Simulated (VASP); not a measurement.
# Ag (Fm-3m) in VASP: single point with PBE

Aim: the single point of Ag with PBE.

Everything below comes from runs of VASP 6.6.1. Logs are shortened: lines on timing, memory, paths and dates and some standing lists are left out, and cuts for length are marked.

## Step 1: The structure

The structure is cubic, space group Fm-3m (No. 225). The conventional cell has a = 4.146 Å, b = 4.146 Å, c = 4.146 Å, α = 90.00°, β = 90.00°, γ = 90.00°. Ag (site symmetry m-3m) is surrounded by 12 Ag at 2.93 Å.

## Step 2: Single point, PBE

INCAR reads:

```
  ALGO = Fast
  EDIFF = 1E-7
  ENCUT = 520
  GGA = PE
  ICORELEVEL = 1
  ISIF = 2
  ISMEAR = 1
  LASPH = True
  LCHARG = False
  LREAL = False
  LWAVE = False
  NELM = 80
  PREC = Accurate
  SIGMA = 0.1
```

KPOINTS reads:

```
k-points
0
Gamma
  13 13 26
```

POSCAR reads:

```
Ag
1.0
    2.9314808700      0.0000000000      0.0000000000
    0.0000000000      2.9314808700      0.0000000000
    1.4657404300      1.4657404300      2.0728700000
Ag
1
Direct
    0.0000000000      0.0000000000      0.0000000000
```

Potentials or basis: VASP PAW PBE potentials, release 64 (Ag).

Command:

```console
cat potpaw_PBE.64/Ag/POTCAR > POTCAR
mpirun -np 1 vasp_std > vasp.out
```

OUTCAR:

```text
EDIFF = 1E-7
   ENCUT = 520
   GGA = PE
   ISIF = 2
   ISMEAR = 1
   LASPH = True
   LREAL = False
   NELM = 80
   PREC = Accurate

 ion  position               nearest neighbor table
   1  0.000  0.000  0.000-

  LATTYP: Found a face centered cubic cell.
 ALAT       =     4.1457399950

  Lattice vectors:

 A1 = (   1.4657404300,   1.4657404300,   2.0728700000)
 A2 = (   1.4657404300,  -1.4657404400,   2.0728700000)
 A3 = (   2.9314808700,   0.0000000000,   0.0000000000)

Analysis of symmetry for initial positions (statically):
=====================================================================
 Subroutine PRICEL returns:
 Original cell was already a primitive cell.

 Routine SETGRP: Setting up the symmetry group for a
 face centered cubic supercell.

 Subroutine GETGRP returns: Found 48 space group operations
 (whereof 48 operations were pure point group operations)
 out of a pool of 48 trial point group operations.

The static configuration has the point symmetry O_h .

Analysis of symmetry for dynamics (positions and initial velocities):
=====================================================================
 Subroutine PRICEL returns:
 Original cell was already a primitive cell.

 Routine SETGRP: Setting up the symmetry group for a
 face centered cubic supercell.

 Subroutine GETGRP returns: Found 48 space group operations
 (whereof 48 operations were pure point group operations)
 out of a pool of 48 trial point group operations.

The dynamic configuration has the point symmetry O_h .

 Subroutine INISYM returns: Found 48 space group operations
 (whereof 48 operations are pure point group operations),
 and found     1 'primitive' translations

----------------------------------------------------------------------------------------

                                     Primitive cell

  volume of cell :      17.8134

  direct lattice vectors                    reciprocal lattice vectors
     2.931480870  0.000000000  0.000000000     0.341124518  0.000000000 -0.241211460
     0.000000000  2.931480870  0.000000000     0.000000000  0.341124518 -0.241211460
     1.465740430  1.465740430  2.072870000     0.000000000  0.000000000  0.482422921

  length of vectors
     2.931480870  2.931480870  2.931480864     0.417790504  0.417790504  0.482422921

  position of ions in fractional coordinates (direct lattice)
     0.000000000  0.000000000  0.000000000

  ion indices of the primitive-cell ions
   primitive index   ion index
                 1           1

----------------------------------------------------------------------------------------

 KPOINTS: k-points

Automatic generation of k-mesh.
 Grid dimensions read from file:
 generate k-points for:   13   13   26

 Generating k-lattice:

  Cartesian coordinates                     Fractional coordinates (reciprocal lattice)
     0.026240348  0.000000000 -0.018554728     0.076923077  0.000000000  0.000000000
     0.000000000  0.026240348 -0.018554728     0.000000000  0.076923077  0.000000000
     0.000000000  0.000000000  0.018554728     0.000000000  0.000000000  0.038461538

  Length of vectors
     0.032137731  0.032137731  0.018554728

  Shift w.r.t. Gamma in fractional coordinates (k-lattice)
     0.000000000  0.000000000  0.000000000

 -----------------------------------------------------------------------------
|                                                                             |
|           W    W    AA    RRRRR   N    N  II  N    N   GGGG   !!!           |
|           W    W   A  A   R    R  NN   N  II  NN   N  G    G  !!!           |
|           W    W  A    A  R    R  N N  N  II  N N  N  G       !!!           |
|           W WW W  AAAAAA  RRRRR   N  N N  II  N  N N  G  GGG   !            |
|           WW  WW  A    A  R   R   N   NN  II  N   NN  G    G                |
|           W    W  A    A  R    R  N    N  II  N    N   GGGG   !!!           |
|                                                                             |
|     Your reciprocal lattice and k-lattice belong to different lattice       |
|     classes:                                                                |
|                                                                             |
|        The reciprocal lattice is body-centered cubic,                       |
|        whereas your k-lattice is simple tetragonal.                         |
|                                                                             |
|     Results are often still useful ...                                      |
|                                                                             |
 -----------------------------------------------------------------------------

 WARNING: IBZKPT: internal override: KBLOWUP is changed to .FALSE.
      ... skipping the blow-up phase ...

 Subroutine IBZKPT returns following result:
 ===========================================

 Found    280 irreducible k-points:

 Following reciprocal coordinates:
            Coordinates               Weight
  0.000000  0.000000  0.000000      1.000000
  0.076923  0.000000 -0.000000      8.000000
  0.153846  0.000000 -0.000000      8.000000
  0.230769  0.000000 -0.000000      8.000000
  0.307692  0.000000 -0.000000      8.000000
  0.384615  0.000000  0.000000      8.000000
[... 16 lines left out ...]
  0.384615  0.153846  0.000000     24.000000
  0.461538  0.153846  0.000000     24.000000
 [... further k-points ...]
   k-points           NKPTS =    280   k-points in BZ     NKDIM =    280   number of bands    NBANDS=      9
   number of dos      NEDOS =    301   number of ions     NIONS =      1
   total plane-waves  NPLWV =  13824
   dimension x,y,z NGX =    24 NGY =   24 NGZ =   24
   dimension x,y,z NGXF=    48 NGYF=   48 NGZF=   48
   ions per type =               1
   NGX,Y,Z   is equivalent  to a cutoff of  13.61, 13.61, 13.61 a.u.
   NGXF,Y,Z  is equivalent  to a cutoff of  27.22, 27.22, 27.22 a.u.
 SYSTEM =  unknown system
   PREC   = accura    normal or accurate (medium, high low for compatibility)
   ISTART =      0    job   : 0-new  1-cont  2-samecut
   ICHARG =      2    charge: 1-file 2-atom 10-const
   ISPIN  =      1    spin polarized calculation?
   LNONCOLLINEAR =      F non collinear calculations
   LSORBIT =      F    spin-orbit coupling
   LASPH  =      T    aspherical Exc in radial PAW
   ENCUT  =  520.0 eV  38.22 Ry    6.18 a.u.   5.45  5.45  5.45*2*pi/ulx,y,z
   NELM   =     80;   NELMIN=  2; NELMDL= -5     # of ELM steps
   EDIFF  = 0.1E-06   stopping-criterion for ELM
   LREAL  =      F    real-space projection
   EDIFFG = 0.1E-05   stopping-criterion for IOM
   NSW    =      0    number of steps for IOM
   IBRION =     -1    ionic relax: 0-MD 1-quasi-New 2-CG
   NFREE  =      0    steps in history (QN), initial steepest desc. (CG)
   ISIF   =      2    stress and relaxation
   ISYM   =      2    0-nonsym 1-usesym 2-fastsym
   POTIM  = 0.5000    time-step for ionic-motion
   TEBEG  =    0.0;   TEEND  =   0.0 temperature during run
   PSTRESS=    0.0 pullay stress
   NELECT =      11.0000    total number of electrons
   NUPDOWN=      -1.0000    fix difference up-down
   EMIN   =  10.00;   EMAX   =-10.00  energy-range for DOS
   EFERMI =   0.00;   METHOD = LEGACY
   ISMEAR =     1;   SIGMA  =   0.10  broadening in eV -4-tet -1-fermi 0-gaus
   EFERMI_NEDOS =   21; number of points for ismear=-14 and -15
   IALGO  =     68    algorithm
   IMIX   =      4    mixing-type and parameters
     AMIX     =   0.40;   BMIX     =  1.00
     AMIX_MAG =   1.60;   BMIX_MAG =  1.00
  volume/ion in A,a.u.               =      17.81       120.21
  Fermi-wavevector in a.u.,A,eV,Ry     =   1.394088  2.634445 26.442686  1.943483
  Thomas-Fermi vector in A             =   2.517671
   LORBIT       =      0    0 simple, 1 ext, 2 COOP (PROOUT), +10 PAW based schemes
   GGA     = PE    functional components
   LHFCALC =     F    Hartree Fock is set to
   AEXX    =    0.0000 exact exchange contribution
   IVDW    =     0    specifies the selected vdW correction
   LEPSILON=     F    determine dielectric tensor
   LRPA    =     F    only Hartree local field effects (RPA)
 non-spin polarized calculation
 RMM-DIIS sequential band-by-band and
 Methfessel and Paxton  Order N= 1 SIGMA  =   0.10
  energy-cutoff  :      520.00
  volume of cell :       17.81
 maximum number of plane-waves:       531
 NGX is ok and might be reduce to    24
   NGX = 11   NGY = 11   NGZ = 11

 number of electron      11.0000000 magnetization

 Free energy of the ion-electron system (eV)
  ---------------------------------------------------
  ext. energy  EPLUGINS =         0.00000000
  ---------------------------------------------------
  free energy    TOTEN  =        -2.71845507 eV

  energy without entropy =       -2.71848374  energy(sigma->0) =       -2.71846463

 the core state eigenenergies are
   1-  1s -25314.3706  2s  -3718.0361  2p  -3333.5413  3s   -672.9192  3p   -546.6858
       3d   -347.7711  4s    -84.1120  4p    -47.5650

 E-fermi :   7.9746     XC(G=0): -11.9508

 val. band max:        7.9679626263   @ k =   0.4615   0.0769   0.0000
 cond. band min:       8.0010969597   @ k =  -0.4615   0.0000   0.2692
 fundamental gap:      0.0331343334
 Fermi energy:         7.9746385189

 k-point     1 :       0.0000    0.0000    0.0000
  band No.  band energies     occupation
      1       0.3846      2.00000
      2       3.1808      2.00000
      3       3.1808      2.00000
      4       3.1808      2.00000
      5       4.1368      2.00000
      6       4.1368      2.00000
      7      23.7591      0.00000
      8      27.0785      0.00000
      9      27.0785      0.00000

 k-point     2 :       0.0769    0.0000   -0.0000
  band No.  band energies     occupation
      1       0.5622      2.00000
      2       3.1436      2.00000
      3       3.2277      2.00000
      4       3.2277      2.00000
      5       4.1201      2.00000
      6       4.1201      2.00000
      7      23.7288      0.00000
      8      25.6769      0.00000
      9      27.1243      0.00000

 k-point     3 :       0.1538    0.0000   -0.0000
  band No.  band energies     occupation
      1       1.0516      2.00000
      2       3.0898      2.00000
      3       3.3292      2.00000
      4       3.3292      2.00000
      5       4.1079      2.00000
      6       4.1079      2.00000
      7      22.2348      0.00000
      8      24.6089      0.00000
      9      27.1823      0.00000

 k-point     4 :       0.2308    0.0000   -0.0000
  band No.  band energies     occupation
      1       1.6190      2.00000
      2       3.2864      2.00000
      3       3.3745      2.00000
      4       3.3745      2.00000
      5       4.2054      2.00000
      6       4.2054      2.00000
      7      19.3848      0.00000
      8      24.3898      0.00000
      9      27.0267      0.00000

 k-point     5 :       0.3077    0.0000   -0.0000
  band No.  band energies     occupation
      1       1.8228      2.00000
      2       3.3156      2.00000
      3       3.3156      2.00000
      4       4.2002      2.00000
      5       4.4392      2.00000
      6       4.4392      2.00000
      7      16.4666      0.00000
      8      23.8766      0.00000
      9      26.4763      0.00000

 k-point     6 :       0.3846    0.0000    0.0000
  band No.  band energies     occupation
      1       1.7747      2.00000
      2       3.2268      2.00000
      3       3.2268      2.00000
      4       4.6928      2.00000
      5       4.6928      2.00000
      6       5.6911      2.00000
      7      13.7431      0.00000
      8      23.3404      0.00000
      9      25.7731      0.00000
[... 169 lines left out ...]
 k-point    21 :       0.2308    0.1538   -0.0000
  band No.  band energies     occupation
      1       2.2989      2.00000
      2       2.9961      2.00000
      3       3.4034      2.00000
      4       3.6146      2.00000
      5       3.9803      2.00000
      6       5.4550      2.00000
      7      17.9107      0.00000
      8      20.4804      0.00000
      9      25.6307      0.00000

 k-point    22 :       0.3077    0.1538   -0.0000
  band No.  band energies     occupation
      1       2.2141      2.00000
      2       3.0844      2.00000
      3       3.5132      2.00000
      4       3.7167      2.00000
      5       4.3230      2.00000
      6       6.5884      2.00000
      7      15.0928      0.00000
      8      20.3228      0.00000
      9      24.6214      0.00000

 k-point    23 :       0.3846    0.1538    0.0000
  band No.  band energies     occupation
      1       2.1003      2.00000
      2       2.9983      2.00000
      3       3.4590      2.00000
      4       4.0077      2.00000
      5       4.6424      2.00000
      6       8.1144     -0.06375
      7      12.5732      0.00000
      8      20.4827      0.00000
      9      24.0386      0.00000

 k-point    24 :       0.4615    0.1538    0.0000
  band No.  band energies     occupation
      1       2.0435      2.00000
      2       2.9621      2.00000
      3       3.4655      2.00000
      4       4.0085      2.00000
      5       4.8514      2.00000
      6       8.9806     -0.00000
      7      11.4167      0.00000
      8      20.9933      0.00000
      9      23.4187      0.00000

 [... further k-points ...]
[... 5 lines left out ...]
  --------------------------------------------------------------------------------------
  -------------------------------------------------------------------------------------
  Total       -0.0043816     -0.0043816     -0.0043816      0.0000000      0.0000000      0.0000000
  in kB       -0.3940907     -0.3940907     -0.3940907      0.0000000      0.0000000      0.0000000
  external PRESSURE =      -0.3940907 kB  Pullay stress =       0.0000000 kB

 VOLUME and BASIS-vectors are now :
 -----------------------------------------------------------------------------
  energy-cutoff  :      520.00
  volume of cell :       17.81
      direct lattice vectors                 reciprocal lattice vectors
     2.931480870  0.000000000  0.000000000     0.341124518  0.000000000 -0.241211460
     0.000000000  2.931480870  0.000000000     0.000000000  0.341124518 -0.241211460
     1.465740430  1.465740430  2.072870000     0.000000000  0.000000000  0.482422921

 POSITION                                       TOTAL-FORCE (eV/Angst)
 -----------------------------------------------------------------------------------
      0.00000      0.00000      0.00000         0.000000      0.000000      0.000000
 -----------------------------------------------------------------------------------
    total drift:                                0.000000     -0.000000      0.000000

  FREE ENERGIE OF THE ION-ELECTRON SYSTEM (eV)
  ---------------------------------------------------
  free  energy   TOTEN  =        -2.7184550737 eV

  energy  without entropy=       -2.7184837443  energy(sigma->0) =       -2.71846463
```

It took 24 s on 1 thread of Intel Xeon Platinum 8375C at 2.90GHz (Ice Lake), shared host; peak memory 0.18 GiB.

What came out:

```yaml
Free_energy: -2.7185 eV
Pressure: 0.0 GPa
Band_gap_on_the_k_mesh: none (metal or under the smearing width)
```

Levels at points of the mesh, in eV from the Fermi level:
| k point | band 2 | band 3 | band 4 | band 5 | band 6 | band 7 | band 8 | band 9 |
| --- | --- | --- | --- | --- | --- | --- | --- | --- |
| (0.00, 0.00, 0.00) | -4.79 | -4.79 | -4.79 | -3.84 | -3.84 | 15.78 | 19.10 | 19.10 |
| (0.00, 0.00, 0.50) | -6.18 | -3.13 | -2.91 | -2.91 | 1.51 | 6.27 | 10.31 | 10.31 |

Core levels (eV, on the scale of the bands):
```csv
atom,levels
1 Ag,"1s -25314.4, 2s -3718.0, 2p -3333.5, 3s -672.9, 3p -546.7, 3d -347.8, 4s -84.1, 4p -47.6"
```
